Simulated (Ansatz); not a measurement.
Ansatz input file:

```yaml
crystal:
  lattice:
    - [-2.556175, 2.556175, 2.556175]
    - [2.556175, -2.556175, 2.556175]
    - [2.556175, 2.556175, -2.556175]
  atoms:
    - { symbol: Ba, position: [0.0, 0.0, 0.0] }
basis:
  ecutwfc: 420
kpoints:
  mp_grid: { grid: [12, 12, 12] }
hamiltonian:
  xc: lda
scf:
  occupations: { method: gaussian, width: 0.1 }
output:
  forces: true
  stress: true
  eigenvalues: true
```

Run as
```bash
ansatz run input.yaml --threads 1 --pin off --max-ram 1331MiB --backend cpu --events-out ev --progress --plain --runs-dir out
```

The calculation used DFT LDA, scalar-relativistic, plane waves, PAW in Ansatz.

Part of what the program printed, abridged (iterations and final results):

```
SCF iter   1: F=—  HF=-5779.508975 eV  |F-HF|=—  |Δ(HF+E_count)|=         —  Δρ=3.03e-3  dr2=3.11e-3  ethr=1.77e-3  ⟨swp⟩=7.7  Hψ=6467  notcnv=0
SCF iter   2: F=—  HF=-5779.508495 eV  |F-HF|=—  |Δ(HF+E_count)|=   4.79e-4  Δρ=1.65e-3  dr2=9.88e-4  ethr=3.11e-5  ⟨swp⟩=2.2  Hψ=1533  notcnv=0
SCF iter   3: F=—  HF=-5779.508463 eV  |F-HF|=—  |Δ(HF+E_count)|=   3.24e-5  Δρ=2.21e-4  dr2=3.91e-5  ethr=9.88e-6  ⟨swp⟩=2.0  Hψ=1014  notcnv=0
SCF iter   4: F=—  HF=-5779.508478 eV  |F-HF|=—  |Δ(HF+E_count)|=   1.54e-5  Δρ=5.05e-5  dr2=1.86e-6  ethr=3.91e-7  ⟨swp⟩=1.9  Hψ=723  notcnv=0
SCF iter   5: F=—  HF=-5779.508479 eV  |F-HF|=—  |Δ(HF+E_count)|=   7.54e-7  Δρ=1.22e-5  dr2=1.64e-7  ethr=1.86e-8  ⟨swp⟩=1.8  Hψ=707  notcnv=0
SCF iter   6: F=-5779.508479 eV  HF=-5779.508479 eV  |F-HF|=3.09e-9  |Δ(HF+E_count)|=   2.11e-9  Δρ=2.41e-6  dr2=7.35e-9  ethr=1.00e-9  ⟨swp⟩=5.2  Hψ=3429  notcnv=0
SCF 1 converged in 6 iterations: F = -5779.508479 eV  dr2 = 7.35e-9
SCF converged after 6 iterations
Free energy (F): -5779.508479 eV
Harris-Foulkes:  -5779.508479 eV  (|F-HF|=3.09e-9)
Internal energy: -5779.502035 eV  (E = F + TS)
E sigma→0 (E₀):  -5779.505257 eV
Entropy (-TS):   -0.006444 eV (-6.444 meV/atom)
Fermi energy:    5.173357 eV
--- Per-component energies (eV) ---
  E_band       = -92.323542
  E_kinetic    = 165.876990
  E_local      = -395.108136  (includes V_loc(G=0)·N_el)
  E_nonlocal   = 60.098026
  E_hartree    = 124.213600
  E_xc         = -164.687530
  E_vxc        = -133.003583  (∫ρ·V_xc dr)
  E_paw        = -5057.657116  (= ΣΔE_a)
  E_vpaw       = -38.612618  (= ΣTr[D̂ρ^β])
  E_aug_tail   = -0.000002  (compensation charges beyond the density's cutoff)
  E_ewald      = -512.520382
  E_core_change = 0.282516  (= ΣΔE_core)
  E_smearing   = -0.006444  (= −TS)
--- Forces (eV/Å), atoms counted from 1 ---
  atom   1  Ba     0.00000000     0.00000000     0.00000000
--- Stress (GPa, compression-positive) ---
       -1.618147       0.000000       0.000000
        0.000000      -1.618147       0.000000
        0.000000       0.000000      -1.618147
  P = ⅓ Tr σ = -1.6181 GPa (-16.181 kbar)
--- Band table (eV; the first three rows and the last of 72) ---
  k-point 0: bands = ["-23.8433", "-8.7546", "-8.7546", "-8.7546", "2.4485", "6.8742", "6.8742", "6.8742", "8.2471"]
  k-point 1: bands = ["-23.8411", "-8.7821", "-8.7632", "-8.7547", "2.5708", "6.7728", "6.8176", "6.9918", "8.0638"]
  k-point 2: bands = ["-23.8350", "-8.8560", "-8.7867", "-8.7550", "2.9158", "6.5319", "6.5857", "7.3384", "7.8970"]
  k-point 71: bands = ["-23.7848", "-9.0258", "-9.0258", "-9.0258", "4.7285", "4.7285", "8.9658", "8.9658", "8.9658"]
```

The calculation finished and met its thresholds.